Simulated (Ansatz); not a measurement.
SnO: random displacements

Theory: DFT PBEsol, scalar-relativistic, plane waves, PAW (Ansatz). Cutoff 420 eV, Γ-centred 10×10×4 k-points, Gaussian smearing of 0.15 eV. No spin polarisation. Energies are free energies at this smearing, counted from the undisturbed cell; pressure is positive in compression.

Zero of the scan (relaxed at this level):

```
Sn O
1.0
     2.69103   -2.69103    0.00000
     2.69103    2.69103    0.00000
     0.00000    0.00000    9.50277
Sn O
4 4
Cartesian
  2.6910 -1.3456 8.2791
  2.6910 1.3456 1.2237
  2.6910 -1.3455 3.5277
  2.6910 1.3455 5.9750
  1.3455 0.0000 2.3757
  4.0365 0.0000 7.1271
  1.3455 0.0000 7.1271
  4.0365 0.0000 2.3757
```

The atoms are displaced (Å, in the unstrained cell):

```csv
atom,ux,uy,uz
Sn1,0.046,-0.091,-0.142
Sn2,0.035,0.079,0.022
Sn3,0.011,-0.106,0.036
Sn4,0.026,-0.002,0.059
O5,0.017,0.085,-0.005
O6,-0.036,0.129,0.123
O7,-0.035,0.044,0.000
O8,-0.065,-0.138,-0.093
```

Strain (Voigt, engineering shear): (0.0050, -0.0120, 0.0008, 0.0202, -0.0188, -0.0143).

Question: What are the energy change, the stress and the forces?

Answer: ΔE = 103.6 meV/atom; stress (xx, yy, zz, yz, xz, xy; compression positive) (4.40, 7.96, 4.56, 1.14, 0.63, 0.77) GPa.
```csv
atom,Fx (eV/Å),Fy,Fz
Sn1,0.26,1.28,3.69
Sn2,-0.01,-0.41,-1.12
Sn3,-0.08,0.37,-0.90
Sn4,-0.27,0.13,-0.88
O5,-0.21,-1.24,0.85
O6,-0.51,-1.26,-1.88
O7,0.53,-0.22,-0.92
O8,0.29,1.34,1.16
```

Cost: 1 run of about 3.9 core-minutes, on Intel Xeon Processor @ 2.50GHz (Skylake/Cascade Lake) (shared hosts).